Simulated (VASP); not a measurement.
# GeSe in VASP: relaxation of the atoms with PBEsol

Aim: the relaxation of the atoms of GeSe with PBEsol.

All numbers are computed with VASP 6.6.1; they aren't measurements. Logs are shortened: lines on timing, memory, paths and dates and some standing lists are left out, and cuts for length are marked.

## (1) The structure

The cell holds a slab with vacuum, 16 atoms: a = 10.790 Å, b = 3.820 Å, c = 23.499 Å, α = 90.00°, β = 90.00°, γ = 90.00°.

## (2) Relaxation of the atoms, PBEsol

INCAR reads:

```
SYSTEM = GeSe
ALGO = Normal ; DIPOL = 0.5 0.5 0.500
EDIFF = 1E-6 ; EDIFFG = -0.015
ENCUT = 520 ; GGA = PS
IBRION = 2 ; IDIPOL = 3
ISIF = 2 ; ISMEAR = 0
KPAR = 4 ; LASPH = .TRUE.
LCHARG = .FALSE. ; LDIPOL = .TRUE.
LREAL = .FALSE. ; LWAVE = .FALSE.
NELM = 80 ; NSW = 100
PREC = Accurate ; SIGMA = 0.05
```

KPOINTS reads:

```
k-points
0
G
  2 6 1
  0 0 0
```

POSCAR reads:

```
GeSe
1.0
   10.7900000000      0.0000000000      0.0000000000
    0.0000000000      3.8200000000      0.0000000000
    0.0000000000      0.0000000000     23.4985600000
Ge Se
8 8
Direct
    0.1210000000      0.7500000000      0.4336435935
    0.6210000000      0.7500000000      0.3799620062
    0.3790000000      0.2500000000      0.3404463933
    0.1210000000      0.7500000000      0.6200379938
    0.6210000000      0.7500000000      0.5663564065
    0.3790000000      0.2500000000      0.5268407936
    0.8790000000      0.2500000000      0.4731592064
    0.8790000000      0.2500000000      0.6595536067
    0.8520000000      0.7500000000      0.3596450165
    0.6480000000      0.2500000000      0.4528422167
    0.1480000000      0.2500000000      0.3607633829
    0.8520000000      0.7500000000      0.5460394169
    0.3520000000      0.7500000000      0.4539605831
    0.6480000000      0.2500000000      0.6392366171
    0.1480000000      0.2500000000      0.5471577833
    0.3520000000      0.7500000000      0.6403549835
```

Potentials or basis: VASP PAW PBE potentials, release 64 (Ge_d, Se).

On the command line:

```sh
> cat potpaw_PBE.64/Ge_d/POTCAR potpaw_PBE.64/Se/POTCAR > POTCAR
> mpirun -np 8 vasp_std > vasp.out
```

OUTCAR:

```text
SYSTEM = GeSe
   EDIFF = 1E-6
   EDIFFG = -0.015
   ENCUT = 520
   GGA = PS
   IBRION = 2
   ISIF = 2
   ISMEAR = 0
   LASPH = .TRUE.
   LREAL = .FALSE.
   NELM = 80
   NSW = 100
   PREC = Accurate

 ion  position               nearest neighbor table
   1  0.121  0.750  0.434-  13 2.54  11 2.58  11 2.58
   2  0.621  0.750  0.380-   9 2.54  10 2.58  10 2.58
   3  0.379  0.250  0.340-  11 2.54
   4  0.121  0.750  0.620-  16 2.54  15 2.58  15 2.58
   5  0.621  0.750  0.566-  12 2.54  14 2.58  14 2.58
   6  0.379  0.250  0.527-  15 2.54  13 2.58  13 2.58
   7  0.879  0.250  0.473-  10 2.54  12 2.58  12 2.58
   8  0.879  0.250  0.660-  14 2.54
   9  0.852  0.750  0.360-   2 2.54
  10  0.648  0.250  0.453-   7 2.54   2 2.58   2 2.58
  11  0.148  0.250  0.361-   3 2.54   1 2.58   1 2.58
  12  0.852  0.750  0.546-   5 2.54   7 2.58   7 2.58
  13  0.352  0.750  0.454-   1 2.54   6 2.58   6 2.58
  14  0.648  0.250  0.639-   8 2.54   5 2.58   5 2.58
  15  0.148  0.250  0.547-   6 2.54   4 2.58   4 2.58
  16  0.352  0.750  0.640-   4 2.54

  LATTYP: Found a simple orthorhombic cell.
 ALAT       =     3.8200000000
 B/A-ratio  =     2.8246073298
 C/A-ratio  =     6.1514554974

  Lattice vectors:

 A1 = (   0.0000000000,  -3.8200000000,   0.0000000000)
 A2 = (  10.7900000000,   0.0000000000,   0.0000000000)
 A3 = (   0.0000000000,   0.0000000000,  23.4985600000)

Analysis of symmetry for initial positions (statically):
=====================================================================
 Subroutine PRICEL returns:
 Original cell was already a primitive cell.

 Routine SETGRP: Setting up the symmetry group for a
 simple orthorhombic supercell.

 Subroutine GETGRP returns: Found  4 space group operations
 (whereof  1 operations were pure point group operations)
 out of a pool of  8 trial point group operations.

The static configuration has the point symmetry C_1 .
 The point group associated with its full space group is C_2v.

Analysis of symmetry for dynamics (positions and initial velocities):
=====================================================================
 Subroutine PRICEL returns:
 Original cell was already a primitive cell.

 Routine SETGRP: Setting up the symmetry group for a
 simple orthorhombic supercell.

 Subroutine GETGRP returns: Found  4 space group operations
 (whereof  1 operations were pure point group operations)
 out of a pool of  8 trial point group operations.

The dynamic configuration has the point symmetry C_1 .
 The point group associated with its full space group is C_2v.

 Subroutine INISYM returns: Found  4 space group operations
 (whereof  1 operations are pure point group operations),
 and found     1 'primitive' translations

----------------------------------------------------------------------------------------

                                     Primitive cell

  volume of cell :     968.5589

  direct lattice vectors                    reciprocal lattice vectors
    10.790000000  0.000000000  0.000000000     0.092678406  0.000000000  0.000000000
     0.000000000  3.820000000  0.000000000     0.000000000  0.261780105  0.000000000
     0.000000000  0.000000000 23.498560000     0.000000000  0.000000000  0.042555799

  length of vectors
    10.790000000  3.820000000 23.498560000     0.092678406  0.261780105  0.042555799

  position of ions in fractional coordinates (direct lattice)
     0.121000000  0.750000000  0.433643594
     0.621000000  0.750000000  0.379962006
     0.379000000  0.250000000  0.340446393
     0.121000000  0.750000000  0.620037994
     0.621000000  0.750000000  0.566356406
     0.379000000  0.250000000  0.526840794
[... 8 lines left out ...]
     0.148000000  0.250000000  0.547157783
     0.352000000  0.750000000  0.640354984

  ion indices of the primitive-cell ions
[... 55 lines left out ...]
   number of dos      NEDOS =    301   number of ions     NIONS =     16
   total plane-waves  NPLWV = 403200
   dimension x,y,z NGX =    80 NGY =   28 NGZ =  180
   dimension x,y,z NGXF=   160 NGYF=   56 NGZF=  360
   ions per type =               8   8
   NGX,Y,Z   is equivalent  to a cutoff of  12.33, 12.19, 12.73 a.u.
   NGXF,Y,Z  is equivalent  to a cutoff of  24.65, 24.37, 25.47 a.u.
 SYSTEM =  GeSe
   PREC   = accura    normal or accurate (medium, high low for compatibility)
   ISTART =      0    job   : 0-new  1-cont  2-samecut
   ICHARG =      2    charge: 1-file 2-atom 10-const
   ISPIN  =      1    spin polarized calculation?
   LNONCOLLINEAR =      F non collinear calculations
   LSORBIT =      F    spin-orbit coupling
   LASPH  =      T    aspherical Exc in radial PAW
   ENCUT  =  520.0 eV  38.22 Ry    6.18 a.u.  20.06  7.10 43.69*2*pi/ulx,y,z
   NELM   =     80;   NELMIN=  2; NELMDL= -5     # of ELM steps
   EDIFF  = 0.1E-05   stopping-criterion for ELM
   LREAL  =      F    real-space projection
   EDIFFG = -.1E-01   stopping-criterion for IOM
   NSW    =    100    number of steps for IOM
   IBRION =      2    ionic relax: 0-MD 1-quasi-New 2-CG
   NFREE  =      1    steps in history (QN), initial steepest desc. (CG)
   ISIF   =      2    stress and relaxation
   ISYM   =      2    0-nonsym 1-usesym 2-fastsym
   POTIM  = 0.5000    time-step for ionic-motion
   TEBEG  =    0.0;   TEEND  =   0.0 temperature during run
   PSTRESS=    0.0 pullay stress
   NELECT =     160.0000    total number of electrons
   NUPDOWN=      -1.0000    fix difference up-down
   EMIN   =  10.00;   EMAX   =-10.00  energy-range for DOS
   EFERMI =   0.00;   METHOD = LEGACY
   ISMEAR =     0;   SIGMA  =   0.05  broadening in eV -4-tet -1-fermi 0-gaus
   EFERMI_NEDOS =   21; number of points for ismear=-14 and -15
   IALGO  =     38    algorithm
   IMIX   =      4    mixing-type and parameters
     AMIX     =   0.40;   BMIX     =  1.00
     AMIX_MAG =   1.60;   BMIX_MAG =  1.00
  volume/ion in A,a.u.               =      60.53       408.51
  Fermi-wavevector in a.u.,A,eV,Ry     =   0.898268  1.697481 10.978353  0.806886
  Thomas-Fermi vector in A             =   2.020956
   LORBIT       =      0    0 simple, 1 ext, 2 COOP (PROOUT), +10 PAW based schemes
   GGA     = PS    functional components
   LHFCALC =     F    Hartree Fock is set to
   AEXX    =    0.0000 exact exchange contribution
   IVDW    =     0    specifies the selected vdW correction
   LEPSILON=     F    determine dielectric tensor
   LRPA    =     F    only Hartree local field effects (RPA)
 conjugate gradient relaxation of ions
 non-spin polarized calculation
 Gauss-broadening in eV      SIGMA  =   0.05
  energy-cutoff  :      520.00
  volume of cell :      968.56
 maximum number of plane-waves:     26150
   NGX = 41   NGY = 15   NGZ = 87

--------------------------------------- Ionic step        1  -------------------------------------------

 number of electron     160.0000051 magnetization

 Free energy of the ion-electron system (eV)
  ---------------------------------------------------
  ext. energy  EPLUGINS =         0.00000000
  ---------------------------------------------------
  free energy    TOTEN  =       -68.35748847 eV

  energy without entropy =      -68.34570412  energy(sigma->0) =      -68.35159629

------------------------ aborting loop because EDIFF is reached ----------------------------------------

  FORCE on cell =-STRESS in cart. coord.  units (eV):
  Direction    XX          YY          ZZ          XY          YZ          ZX
  --------------------------------------------------------------------------------------
  -------------------------------------------------------------------------------------
  Total       -8.2165537     -8.9140259     -4.5412591      0.0000000      0.0000000      0.0000000
  in kB      -13.5917139    -14.7454632     -7.5120904      0.0000000      0.0000000      0.0000000
  external PRESSURE =     -11.9497559 kB  Pullay stress =       0.0000000 kB
[... 131 lines left out ...]
  FREE ENERGIE OF THE ION-ELECTRON SYSTEM (eV)
  ---------------------------------------------------
  free  energy   TOTEN  =       -68.9479465329 eV

  energy  without entropy=      -68.9345605250  energy(sigma->0) =      -68.94125353

[... ionic steps 4 to 52 ...]

--------------------------------------- Ionic step       53  -------------------------------------------

 number of electron     160.0000010 magnetization

 dipolmoment           0.000000      0.000000      0.000000 electrons x Angstroem

------------------------ aborting loop because EDIFF is reached ----------------------------------------

  FORCE on cell =-STRESS in cart. coord.  units (eV):
  Direction    XX          YY          ZZ          XY          YZ          ZX
  --------------------------------------------------------------------------------------
  -------------------------------------------------------------------------------------
  Total       -1.7316720     -1.1818196     -0.2099379      0.0000000      0.0000000      0.0000000
  in kB       -2.8645087     -1.9549502     -0.3472765      0.0000000      0.0000000      0.0000000
  external PRESSURE =      -1.7222452 kB  Pullay stress =       0.0000000 kB
[... 87 lines left out ...]
--------------------------------------- Ionic step       55  -------------------------------------------

 number of electron     160.0000018 magnetization

 dipolmoment           0.000000      0.000000     -0.000000 electrons x Angstroem

 Free energy of the ion-electron system (eV)
  ---------------------------------------------------
  ext. energy  EPLUGINS =         0.00000000
  ---------------------------------------------------
  free energy    TOTEN  =       -72.46082414 eV

  energy without entropy =      -72.46082090  energy(sigma->0) =      -72.46082252

 E-fermi :  -1.3797     XC(G=0):  -4.2890

 val. band max:       -1.5145650815   @ k =   0.0000   0.0000   0.0000
 cond. band min:      -1.2447661670   @ k =   0.0000   0.0000   0.0000
 fundamental gap:      0.2697989145
 Fermi energy:        -1.3796656278

 k-point     1 :       0.0000    0.0000    0.0000
  band No.  band energies     occupation
      1     -26.0962      2.00000
      2     -26.0962      2.00000
      3     -26.0912      2.00000
      4     -26.0912      2.00000
      5     -26.0637      2.00000
      6     -26.0637      2.00000
[... 749 lines left out ...]
     91       1.7161      0.00000
     92       1.7161      0.00000
 [bands above 92 left out]

------------------------ aborting loop because EDIFF is reached ----------------------------------------

 vacuum level on the upper side and lower side of the slab       (xc-potential included)        -0.024        -0.024

  FORCE on cell =-STRESS in cart. coord.  units (eV):
  Direction    XX          YY          ZZ          XY          YZ          ZX
  --------------------------------------------------------------------------------------
  -------------------------------------------------------------------------------------
  Total       -1.7035999     -1.1687227     -0.1411555      0.0000000      0.0000000      0.0000000
  in kB       -2.8180724     -1.9332855     -0.2334976      0.0000000      0.0000000      0.0000000
  external PRESSURE =      -1.6616185 kB  Pullay stress =       0.0000000 kB
[... 31 lines left out ...]
  FREE ENERGIE OF THE ION-ELECTRON SYSTEM (eV)
  ---------------------------------------------------
  free  energy   TOTEN  =       -72.4608241388 eV

  energy  without entropy=      -72.4608208958  energy(sigma->0) =      -72.46082252

 reached required accuracy - stopping structural energy minimisation

 vacuum level on the upper side and lower side of the slab         3.499         3.499
```

Wall time 76 min (8 MPI ranks of Intel Xeon 6975P-C (Granite Rapids), shared host); peak memory 0.78 GiB.

What came out:

```yaml
Free_energy: -72.4608 eV
Energy_gained_by_relaxing: 256.5 meV/atom
Ionic_steps: 55
Largest_force_after_relaxing: 0.013 eV/Å
Band_gap_on_the_k_mesh: 0.27 eV, direct
```

Forces on the atoms (eV/Å):
```
Ge  -0.011  0.000  0.008
Ge   0.011  0.000 -0.002
Ge   0.006  0.000  0.001
Ge   0.011  0.000  0.002
Ge  -0.011  0.000 -0.008
Ge   0.000  0.000  0.002
Ge   0.000  0.000 -0.002
Ge   0.006  0.000 -0.001
Se   0.003  0.000  0.000
Se  -0.004  0.000  0.000
Se  -0.002  0.000  0.007
Se  -0.003  0.000  0.002
Se  -0.003  0.000 -0.002
Se  -0.002  0.000 -0.007
Se  -0.004  0.000  0.000
Se   0.003  0.000  0.000
```

The path:
| step | energy change (eV) | largest force (eV/Å) | pressure (GPa) |
| --- | --- | --- | --- |
| 1 | 0.0000 | 1.0737 | -1.19 |
| 3 | -0.5905 | 0.9228 | -0.96 |
| 5 | -1.7262 | 1.3533 | -1.18 |
| 7 | -2.9726 | 1.1948 | -0.97 |
| 9 | -3.1114 | 1.0673 | -0.72 |
| 11 | -3.3554 | 0.9139 | -0.34 |
| 13 | -3.3952 | 1.1094 | 1.17 |
| 15 | -3.7694 | 0.4605 | 0.34 |
| 17 | -3.8400 | 0.2285 | 0.14 |
| 19 | -3.9073 | 0.1749 | 0.03 |
| 21 | -3.9164 | 0.2415 | -0.03 |
| 23 | -3.9576 | 0.1895 | 0.06 |
| 25 | -3.9835 | 0.1677 | 0.04 |
| 27 | -4.0123 | 0.5867 | -0.30 |
| 29 | -4.0491 | 0.3284 | -0.16 |
| 31 | -4.0776 | 0.0982 | -0.14 |
| 33 | -4.0821 | 0.0700 | -0.06 |
| 35 | -4.0854 | 0.0473 | -0.10 |
| 37 | -4.0861 | 0.0674 | -0.13 |
| 39 | -4.0915 | 0.0747 | -0.14 |
| 41 | -4.0934 | 0.1049 | -0.15 |
| 43 | -4.0984 | 0.0591 | -0.16 |
| 45 | -4.0997 | 0.0477 | -0.17 |
| 47 | -4.1004 | 0.0403 | -0.17 |
| 49 | -4.1017 | 0.0441 | -0.17 |
| 51 | -4.1025 | 0.0205 | -0.17 |
| 53 | -4.1031 | 0.0177 | -0.17 |
| 55 | -4.1033 | 0.0133 | -0.17 |

Final structure:
```cif
data_structure
_symmetry_space_group_name_H-M 'P 1'
_symmetry_Int_Tables_number 1
_cell_length_a 10.7900
_cell_length_b 3.8200
_cell_length_c 23.4986
_cell_angle_alpha 90.000
_cell_angle_beta 90.000
_cell_angle_gamma 90.000
_cell_volume 968.56
loop_
_atom_site_label
_atom_site_type_symbol
_atom_site_fract_x
_atom_site_fract_y
_atom_site_fract_z
_atom_site_occupancy
Ge1 Ge 0.11701 0.75000 0.42336 1
Ge2 Ge 0.61771 0.75000 0.38901 1
Ge3 Ge 0.39100 0.25000 0.39120 1
Ge4 Ge 0.11771 0.75000 0.61099 1
Ge5 Ge 0.61701 0.75000 0.57664 1
Ge6 Ge 0.37633 0.25000 0.56878 1
Ge7 Ge 0.87633 0.25000 0.43122 1
Ge8 Ge 0.89100 0.25000 0.60880 1
Se1 Se 0.84533 0.75000 0.35846 1
Se2 Se 0.64020 0.25000 0.46106 1
Se3 Se 0.16670 0.25000 0.35339 1
Se4 Se 0.84572 0.75000 0.53852 1
Se5 Se 0.34572 0.75000 0.46148 1
Se6 Se 0.66670 0.25000 0.64661 1
Se7 Se 0.14020 0.25000 0.53894 1
Se8 Se 0.34533 0.75000 0.64154 1
```

Caveat: the PAW data sets were made with another functional, which shifts forces and pressure a little; without dispersion, layers of such crystals drift apart on relaxing, which shifts levels and gaps; volumes and pressures include the vacuum.
